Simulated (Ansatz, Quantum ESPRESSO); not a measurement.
# Complex bands of MgTe, zinc blende type, lattice constant set to 6.539 Å, part 4 of 4

How good a tunnel barrier is MgTe, zinc blende type, lattice constant set to 6.539 Å?

Quantum ESPRESSO 7.5; plane-wave DFT, LDA, GBRV ultrasoft pseudopotentials; cross-check by Ansatz 0.2.0 with PAW datasets.

So far. Step 2 (Self-consistent run): The run needed 10 iterations to bring the estimated error under 1e-09 Ry.

The structure was built from a prototype and need not be the compound's stable phase.

## (6) Cross-check with Ansatz

As a check, the same structure is run in Ansatz.

Level of this step: plane-wave DFT, LDA, Ansatz PAW (Ansatz 0.2.0).

input.yaml reads:

```yaml
crystal:
  lattice:
    - [4.6237712422, 0.0, 0.0]
    - [0.0, 4.6237712422, 0.0]
    - [0.0, 0.0, 6.539]
  atoms:
    - { symbol: Mg, position: [0.0, 0.0, 0.0] }
    - { symbol: Te, position: [0.5, 0.0, 0.25] }
    - { symbol: Mg, position: [0.5, 0.5, 0.5] }
    - { symbol: Te, position: [0.0, 0.5, 0.75] }
kpoints:
  mp_grid: { grid: [6, 6, 4] }
hamiltonian:
  xc: lda
scf:
  occupations: { method: fixed }
  convergence: { dr2_threshold: 1.0e-09 }
output:
  transmission:
    leads: [[0, 0]]
    kpoints: [[0, 0], [0.5, 0], [0.5, 0.5], [0.25, 0]]
    e_range: [-2.04, 4.93]
    de: 0.17
```

On the command line:

```console
$ ansatz run input.yaml --threads 2 --pin off --max-ram 4096MiB --backend cpu --events-out ev --progress --plain --runs-dir out
```

Numbers of over 12 decimals in the logs are rounded to 6 here.

Log:

```text
Engine: ansatz 0.2.0, aarch64-unknown-linux-gnu
Pseudopotentials: kind: paw
Pseudopotential: Mg, paw, valence charge 10, recommended cutoff 420 eV (normal), Mg.paw.azcp
Pseudopotential: Te, paw, valence charge 16, recommended cutoff 420 eV (normal), Te.paw.azcp
Functional definition: SPW92
  exchange = slater_x
  correlation = pw_c
Crystal: 4 atoms, lattice volume = 139.799 Å³
Basis set: ecut = 420 eV, 2725 PW (Γ)
Bands: 32, of which v1, the nominal top of the filled ones, is band 26 counted from 1 (25 counted from 0)
Symmetry: 16 space group operations
Space group: F-43m (ITA 216), of the structure as read, at distance tolerance 5.2e-5 Å
k-points: 30 of 144 (time reversal used)
Non-local potential: Mg, projectors of the file, l = 0: 3, l = 1: 2, l = 2: 1
Non-local potential: Te, projectors of the file, l = 0: 2, l = 1: 2, l = 2: 2, l = 3: 2
PAW form: soft (Blöchl's): semilocal exchange-correlation on the pseudo side does not see the compensation charge
PAW frozen core: Mg, regenerated for the run's functional, and the local potential with it (the file was generated under x = pbe(κ = 0.804, μ = 0.219515), c = pbe(β = 0.066725))
PAW frozen core: Te, regenerated for the run's functional, and the local potential with it (the file was generated under x = pbe(κ = 0.804, μ = 0.219515), c = pbe(β = 0.066725))
PAW one-centre angular grid: Mg, 110 points (default); XC on 64 Gauss nodes
PAW one-centre angular grid: Te, 590 points (default); XC on 64 Gauss nodes
Initial density: superposition of atomic densities (neutral atoms: chi_scale 0, normalization atom), corrected by the library's trained network
Initial wavefunctions: pseudopotential atomic-orbital guess
Functional: x = slater, c = lda
SCF iter   1: F=—  HF=-17460.895313 eV  |F-HF|=—  |Δ(HF+E_count)|=         —  Δρ=4.89e-3  dr2=1.34e-2  ethr=1.77e-3  ⟨swp⟩=5.0  Hψ=3442  notcnv=0  defer=116
preconditioner: auto → Resta (q_TF=auto, 2.314 Å⁻¹)  ε∞=3.2  [insulator: Δε(μ)=2.033 eV  Ē_g=8.378 eV  n_scr=28 (ndim 8)  ℏωp=12.6 eV  f_vac=0.125  ε∞_Penn≈3.2]
SCF iter   2: F=—  HF=-17460.886779 eV  |F-HF|=—  |Δ(HF+E_count)|=   8.53e-3  Δρ=2.11e-3  dr2=3.20e-3  ethr=2.59e-5  ⟨swp⟩=2.0  Hψ=2040  notcnv=0  defer=120
SCF iter   3: F=—  HF=-17460.886268 eV  |F-HF|=—  |Δ(HF+E_count)|=   5.10e-4  Δρ=5.52e-4  dr2=3.49e-4  ethr=6.15e-6  ⟨swp⟩=2.0  Hψ=1685  notcnv=0  defer=120
SCF iter   4: F=—  HF=-17460.886297 eV  |F-HF|=—  |Δ(HF+E_count)|=   2.87e-5  Δρ=5.96e-5  dr2=9.26e-6  ethr=6.71e-7  ⟨swp⟩=1.0  Hψ=903  notcnv=0  defer=89
SCF iter   5: F=—  HF=-17460.886294 eV  |F-HF|=—  |Δ(HF+E_count)|=   3.17e-6  Δρ=2.61e-5  dr2=9.40e-7  ethr=1.78e-8  ⟨swp⟩=3.0  Hψ=1619  notcnv=0  defer=64
SCF iter   6: F=—  HF=-17460.886295 eV  |F-HF|=—  |Δ(HF+E_count)|=   1.66e-6  Δρ=5.65e-6  dr2=9.39e-8  ethr=1.81e-9  ⟨swp⟩=2.0  Hψ=1046  notcnv=0  defer=57
SCF iter   7: F=—  HF=-17460.886295 eV  |F-HF|=—  |Δ(HF+E_count)|=   4.86e-8  Δρ=1.20e-6  dr2=3.68e-9  ethr=1.81e-10  ⟨swp⟩=2.0  Hψ=1081  notcnv=0  defer=57
SCF iter   8: F=-17460.886295 eV  HF=-17460.886295 eV  |F-HF|=2.18e-11  |Δ(HF+E_count)|=  2.22e-10  Δρ=1.75e-7  dr2=4.89e-11  ethr=1.92e-12  ⟨swp⟩=10.4  Hψ=4446  notcnv=0
SCF 1 converged in 8 iterations: F = -17460.886295 eV  dr2 = 4.89e-11
  greatest PAW one-centre occupation: 1.000 electrons in one spin orbital (limit 2), on the Mg atom at site 2 (counted from 0), in its partial waves of l = 0
transmission: 10 of 40 steps passed
transmission: 20 of 40 steps passed
transmission: 30 of 40 steps passed
transmission: 40 of 40 steps passed
SCF converged after 8 iterations
Free energy (F): -17460.886295 eV
Harris-Foulkes:  -17460.886295 eV  (|F-HF|=2.18e-11)
Internal energy: -17460.886295 eV  (E = F + TS)
E sigma→0 (E₀):  -17460.886295 eV
Fermi energy:    3.727179 eV
--- Per-component energies (eV) ---
  E_band       = -1362.653358
  E_kinetic    = 514.272799
  E_local      = -6714.107915  (includes V_loc(G=0)·N_el)
  E_nonlocal   = -415.608199
  E_hartree    = 3181.324681
  E_xc         = -304.087546
  E_vxc        = -283.121565  (∫ρ·V_xc dr)
  E_paw        = -9564.911773  (= ΣΔE_a)
  E_vpaw       = -826.737781  (= ΣTr[D̂ρ^β])
  E_aug_tail   = -0.000371  (compensation charges beyond the density's cutoff)
  E_ewald      = -4159.426251
  E_core_change = 1.658281  (= ΣΔE_core)
  E_smearing   = -0.000000  (= −TS)
  E_closure    = 0.000000  (closes the sum)
  Σ components = -17460.886295   (vs F -17460.886295, Δ=0.00e0)
--- Band table (eV; the first three rows and the last of 30) ---
  k-point 0: bands = [... 22 lower, 2.5984, 3.7271, 3.7272, 3.7272, 5.7619, 6.4916, 7.1370, 9.0817, ... 2 higher]
  k-point 1: bands = [... 22 lower, 2.7293, 2.9248, 3.5138, 3.5138, 6.7235, 6.8123, 7.3326, 8.5201, ... 2 higher]
  k-point 2: bands = [... 22 lower, 3.0830, 3.0830, 3.0830, 3.0830, 7.5537, 7.5537, 7.6994, 7.6994, ... 2 higher]
  k-point 29: bands = [... 22 lower, 1.9317, 1.9317, 2.3420, 2.3420, 8.1848, 8.1848, 9.0931, 9.0931, ... 2 higher]
--- Transmission ---
  basis      : 185 plane waves across, 10 finite elements along
  points     : 4, as listed
  energies   : 42 from -2.040000 to 4.930000 eV about the Fermi level, 0.170000 eV apart; the leads are filled to 1.017348 eV, and channels, transmission and decay are at 1.020000 eV
  crystal 0  : Te2Mg2, at the sites [0, 0], period 6.5390 Å: whole cells are its period
    offset         : up to 0.0000 Å between an atom of the period and one for which it stands
    channels       : 0.000000e0 a spin
    conductance    : none, the energies end too early or step too widely for 300 K: set another output.transmission.e_range or a lower de, or, where they end at an eighth of basis.ecutwfc, a higher one
    slowest decay  : 0.1471 /Å at (0.0000, 0.0000)
```

Run time: 68 s. Hardware: 2 threads of Arm Neoverse N1, shared host; peak memory 0.62 GiB.

This step gave:

| Item | Value |
| --- | --- |
| free energy | -17460.8863 eV |
| gap by band count | 2.035 eV |
| symmetry operations | 16 |
| slowest decay at the grid energy nearest mid-gap | 0.1471 Å⁻¹ |
| peak of the smallest κ at the zone centre | 0.1471 Å⁻¹ |
| peak of the smallest κ at (1/2, 0) | 0.2573 Å⁻¹ |
| peak of the smallest κ at (1/2, 1/2) | 0.3333 Å⁻¹ |
| peak of the smallest κ at (1/4, 0) | 0.2763 Å⁻¹ |
| valence top, on the run's zero | 3.727 eV |

K across = (0, 0) in the cell's reciprocal vectors; values within 0.0025 1/Å of each other count once, columns are sorted by size at each energy, a dash where no further value was kept. Im kz of the slowest decaying states against energy, zero at the highest filled level of the SCF mesh:

```
energy (eV)  decay 1 (Å⁻¹)  decay 2 (Å⁻¹)  decay 3 (Å⁻¹)
      -2.04          0.594          0.819           1.21
      -1.70          0.478          0.790           1.17
      -1.36          0.310          0.761           1.13
      -1.02          0.730           1.10              -
      -0.68          0.699           1.05              -
      -0.34          0.666           1.01           1.47
       0.00        0.00265          0.631          0.965
       0.34          0.113          0.263          0.594
       0.68          0.141          0.345          0.555
       1.02          0.147          0.393          0.511
       1.36          0.137          0.423          0.463
       1.53          0.125          0.433          0.436
       1.87         0.0783          0.375          0.445
       2.21          0.300          0.450          0.577
       2.55          0.189          0.448          0.489
       2.89          0.381          0.439           1.18
       3.23          0.225          0.424           1.15
       3.57          0.403           1.11           1.20
       3.91         0.0331          0.375           1.08
       4.25          0.128          0.338           1.04
       4.59          0.159          0.289           1.00
       4.93          0.170          0.222          0.967
```

K across = (0, 0) in the cell's reciprocal vectors. The Re kz of states that move upwards by energy, zero at the highest filled level of the SCF mesh:

```
energy (eV)  channel 1 (Å⁻¹)  channel 2 (Å⁻¹)  channel 3 (Å⁻¹)
      -2.04            0.443                -                -
      -1.70           -0.434                -                -
      -1.36           -0.358                -                -
      -1.02           -0.286            0.219            0.219
      -0.68           -0.214            0.460            0.460
      -0.34           -0.315           -0.315           -0.139
       0.00                -                -                -
       0.34                -                -                -
       0.68                -                -                -
       1.02                -                -                -
       1.36                -                -                -
       1.53                -                -                -
       1.87                -                -                -
       2.21           0.0875                -                -
       2.55            0.161                -                -
       2.89            0.148            0.222                -
       3.23            0.281            0.293                -
       3.57            0.217            0.347            0.399
       3.91            0.420                -                -
       4.25           -0.384                -                -
       4.59           -0.294                -                -
       4.93           -0.202                -                -
```

K across = (1/2, 0) in the cell's reciprocal vectors; values within 0.0025 1/Å of each other count once, columns are sorted by size at each energy, a dash where no further value was kept. The Im kz of the slowest decaying states by energy, zero at the highest filled level of the SCF mesh:

| energy (eV) | decay 1 (Å⁻¹) | decay 2 (Å⁻¹) | decay 3 (Å⁻¹) |
| --- | --- | --- | --- |
| -2.04 | 0.136 | 1.01 | 1.19 |
| -1.87 | 0.128 | 0.976 | 1.17 |
| -1.53 | 0.0495 | 0.907 | 1.14 |
| -1.36 | 0.867 | 1.12 | - |
| -1.02 | 0.770 | 1.09 | - |
| -0.85 | 0.704 | 1.07 | - |
| -0.68 | 0.614 | 1.05 | - |
| -0.34 | 0.0727 | 0.380 | 1.01 |
| -0.17 | 0.137 | 0.551 | 0.992 |
| 0.00 | 0.174 | 0.616 | 0.973 |
| 0.17 | 0.200 | 0.653 | 0.954 |
| 0.34 | 0.219 | 0.675 | 0.934 |
| 0.68 | 0.244 | 0.698 | 0.894 |
| 0.85 | 0.251 | 0.703 | 0.873 |
| 1.02 | 0.255 | 0.704 | 0.852 |
| 1.36 | 0.257 | 0.700 | 0.809 |
| 1.53 | 0.253 | 0.695 | 0.787 |
| 1.87 | 0.239 | 0.680 | 0.742 |
| 2.04 | 0.228 | 0.671 | 0.719 |
| 2.21 | 0.213 | 0.661 | 0.695 |
| 2.55 | 0.169 | 0.636 | 0.645 |
| 2.72 | 0.135 | 0.619 | 0.622 |
| 3.06 | 0.564 | 0.591 | 1.39 |
| 3.23 | 0.534 | 0.573 | 1.37 |
| 3.57 | 0.469 | 0.535 | 1.34 |
| 3.74 | 0.431 | 0.513 | 1.32 |
| 3.91 | 0.389 | 0.490 | 1.30 |
| 4.25 | 0.134 | 0.267 | 0.437 |
| 4.42 | 0.199 | 0.407 | 1.25 |
| 4.76 | 0.162 | 0.337 | 1.21 |
| 4.93 | 0.126 | 0.294 | 1.19 |

K across = (1/2, 1/2) in the cell's reciprocal vectors; values within 0.0025 1/Å of each other count once, columns are sorted by size at each energy, a dash where no further value was kept. Im kz of the slowest decaying states against energy, zero at the highest filled level of the SCF mesh:

```csv
energy (eV),decay 1 (Å⁻¹),decay 2 (Å⁻¹),decay 3 (Å⁻¹)
-2.04,0.142,0.437,-
-1.87,0.0873,0.387,-
-1.70,0.324,-,-
-1.53,0.230,-,-
-1.36,-,-,-
-1.02,0.124,0.172,-
-0.85,0.190,0.248,-
-0.68,0.231,0.289,-
-0.51,0.260,0.315,-
-0.34,0.282,0.331,-
-0.17,0.299,0.342,-
0.00,0.311,0.348,-
0.17,0.320,0.351,-
0.34,0.327,0.351,-
0.68,0.333,0.344,-
0.85,0.333,0.338,-
1.02,0.330,1.49,-
1.19,0.319,0.328,1.48
1.36,0.307,0.324,1.46
1.53,0.293,0.317,1.45
1.70,0.276,0.309,1.44
1.87,0.257,0.299,1.42
2.04,0.234,0.287,1.41
2.21,0.208,0.273,1.39
2.55,0.132,0.239,1.37
2.72,0.0609,0.217,1.35
2.89,0.191,1.34,-
3.06,0.159,1.32,-
3.23,0.116,1.31,-
3.40,0.0270,1.29,-
3.57,1.27,-,-
3.74,1.26,1.50,-
3.91,1.24,1.48,-
4.25,1.21,1.46,-
4.42,1.19,1.44,-
4.59,0.0531,1.17,1.43
4.76,0.0741,1.16,1.41
4.93,0.0848,1.14,1.40
```

K across = (1/4, 0) in the cell's reciprocal vectors; values within 0.0025 1/Å of each other count once, columns are sorted by size at each energy, a dash where no further value was kept. Table of Im kz of the slowest decaying states by energy, zero at the highest filled level of the SCF mesh:

```
energy (eV)  decay 1 (Å⁻¹)  decay 2 (Å⁻¹)  decay 3 (Å⁻¹)
      -2.04          0.131          0.697           1.02
      -1.70          0.596          0.980           1.33
      -1.36         0.0597          0.462          0.942
      -1.02          0.125          0.236          0.903
      -0.68          0.112          0.864           1.23
      -0.34          0.824           1.19           1.26
       0.00          0.147          0.164          0.782
       0.34          0.215          0.357          0.740
       0.68          0.251          0.451          0.697
       1.02          0.269          0.512          0.651
       1.36          0.276          0.558          0.603
       1.53          0.276          0.578          0.928
       1.87          0.268          0.524          0.614
       2.21          0.249          0.464          0.663
       2.55          0.216          0.394          0.699
       2.89          0.157          0.304          0.673
       3.23          0.159          0.642          0.778
       3.57          0.120          0.607          0.710
       3.91          0.114          0.155          0.568
       4.25          0.149          0.156          0.522
       4.59          0.133          0.142          0.427
       4.93         0.0736         0.0827          0.231
```

## (7) A check by hand

T falls as exp(−2κd). With κ = 0.147 1/Å, 10 Å of barrier pass exp(−2 × 0.147 × 10) = 0.053 of that channel, interfaces aside.

## (8) Outcome

- gap on the SCF mesh: 2.04 eV
- smallest κ at mid-gap among the four k points, at the zone centre: 0.147 Å⁻¹
- peak of the smallest κ in the stop band at the zone centre: 0.147 Å⁻¹
- peak of the smallest κ in the stop band at (1/2, 0): 0.255 Å⁻¹
- peak of the smallest κ in the stop band at (1/2, 1/2): 0.330 Å⁻¹
- peak of the smallest κ in the stop band at (1/4, 0): 0.275 Å⁻¹
- energy of the peak at the zone centre, over the highest filled level: 1.02 eV
- peak at the zone centre by Ansatz: 0.147 Å⁻¹

What this shows: With a gap of 2.04 eV on the mesh, the smallest κ at mid-gap among the four k points, at the zone centre is 0.147 Å⁻¹ (LDA, GBRV ultrasoft). For a barrier with the Fermi level at mid-gap the slowest state found, at the zone centre, loses a factor of ten in probability every 7.8 Å or so. Stop bands away from the zone centre are mostly wider than the gap, so their peaks can lie above the conduction bottom. At the zone centre pwcond's peak is 0.147 and Ansatz's 0.147 1/Å, 0 % apart. The cell is the a/√2 one, turned by 45°, with two primitive cells, so X along [001] folds onto kz = 0. A semilocal gap is too small, often by a third to a half and by more in narrow-gap crystals, so real barriers decay faster. Spin-orbit coupling is left out; depending on the atoms that carry the levels of interest, it can split and shift them by tens to hundreds of meV.

[Logs are printed without paths, hosts, clocks, repeated set-up lines and the standing remarks that a program may print on its own settings, such as how far it seeks lower states.]

[Hosts, paths, dates, database ids (printed as entryN), source tags and the programs' standing remarks are cut or masked in the printed files.]

[Maps of the electrostatic potential energy from Ansatz leave out the sawtooth potential of an applied field or a dipole correction, so their vacuum need not be flat; planar profiles and work functions include it.]
